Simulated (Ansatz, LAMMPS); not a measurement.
# Gap against volume in amorphous TiO2 at 3.66 g/cm^3 (84 atoms)

Density of this cell: 3.48 g/cm³. The cell holds 84 atoms: 28 Ti and 56 O. Its edges and angles: a = 10.268 Å, b = 10.096 Å, c = 10.304 Å, α = 90.1°, β = 88.2°, γ = 88.3°. The starting structure: 84 atoms (28 Ti, 56 O) placed at random at 3.66 g/cm³, melted at 5000 K for 10 ps at fixed volume with the Morse and Coulomb pair potential with partial charges (Pedone, Malavasi, Menziani, Cormack and Segre, J. Phys. Chem. B 110, 11780 (2006)). Quenched from 5000 K to 300 K at 50 K/ps and fixed volume, held 5 ps, then minimised at fixed cell.

Calculated with Ansatz 0.2.0: Kohn-Sham DFT, PBE, PAW (set soft_2), plane waves; cutoff 420 eV, Γ point, fixed occupations. The relaxed cell was scaled evenly and the atoms were relaxed at each volume. The gap is that between the highest filled and the lowest empty Kohn-Sham level on the run's k-points.

| volume (Å³/atom) | gap (eV) |
| --- | --- |
| 11.433 | 2.75 |
| 11.941 | ? |
| 12.323 | 2.699 |
| 12.704 | 2.630 |
| 13.085 | 2.624 |
| 13.466 | 2.701 |

Task: Fit a straight line in ln V to the rows given and interpolate to the withheld row.

Worked fit:

A volume deformation potential makes the spacing linear in u = ln(V/V0), with V0 = 12.704 Å³ the relaxed volume; v is the spacing.

| u = ln(V/V0) | v (eV) |
| --- | --- |
| -0.105360 | 2.75 |
| -0.0304589 | 2.699 |
| 0 | 2.6296 |
| 0.0295589 | 2.6239 |
| 0.0582691 | 2.701 |

With n = 5: mean u = -0.00959825, mean v = 2.68070, Σ(u − ū)² = 0.015837, Σ(u − ū)(v − v̄) = -0.0083550. Slope b = -0.0083550 / 0.015837 = -0.52756; intercept a = v̄ − b ū = 2.6756.

At the withheld volume u = -0.06188, and v = a + b u.

Prediction at 11.941: 2.708 eV. The run gave 2.708 eV, so the fit is high by 5.8e-4 eV (0.021 % of the value).

The rows follow a line only loosely (correlation 0.65 in size over all rows, under the 0.97 asked here), so the slope of -0.53 eV is a mean trend and no deformation potential. Among the rows given, the largest miss of the fit is at 13.466, by 0.056 eV (44 % of the range of the table).

Limits: The table spans 16 % in volume, wide for a linear law. Semilocal functionals tend to put gaps under measured ones. Only the Γ point is sampled. Atoms move by up to 0.5 Å in these relaxations, so the structure changes along the series. Defect or tail levels can set the spacing of a disordered cell.

[Hosts, paths, dates, database ids (printed as entryN), source tags and the programs' standing remarks are cut or masked in the printed files.]
